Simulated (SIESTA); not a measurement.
Crystal: KI.

```xyz
2
Lattice="0.0000 3.5328 3.5328 3.5328 0.0000 3.5328 3.5328 3.5328 0.0000" Properties=species:S:1:pos:R:3 pbc="T T T"
I     3.5328    3.5328    3.5328
K     0.0000    0.0000    0.0000
```

Base run:

```yaml
Program: SIESTA 5.4.2
Functional: BLYP
Potentials_or_basis: PseudoDojo 0.4 standard (PBE files)
Basis: DZP (energy shift 0.003 Ry; two zetas on semicore shells; d shell added on K)
Grid_cutoff: 800 Ry
Energy_shift: 0.003 Ry
k_mesh: 7 × 7 × 7
Occupations: fermi-dirac, width 0.05 eV
Spin: no spin polarisation
```

Its results: band gap on the k mesh 4.15 eV, direct; pressure 1.5 GPa.

The run is repeated on the same cell with these changes: functional from BLYP to PBE. What comes out?

Band gap on the k mesh 4.09 eV, direct; pressure 0.7 GPa.

PBE binds more tightly than BLYP, so the same cell stands under less pressure.

Caveats: spin-orbit coupling is left out, which moves the levels of the heavy elements; the basis of atomic orbitals isn't converged, which shifts pressures, moduli and gaps; the potentials were made for another functional, which shifts forces and pressure (some runs); an odd mesh through Γ misses points on the zone boundary, where band edges often lie (some runs).

Not every run made on this cell is shown here.
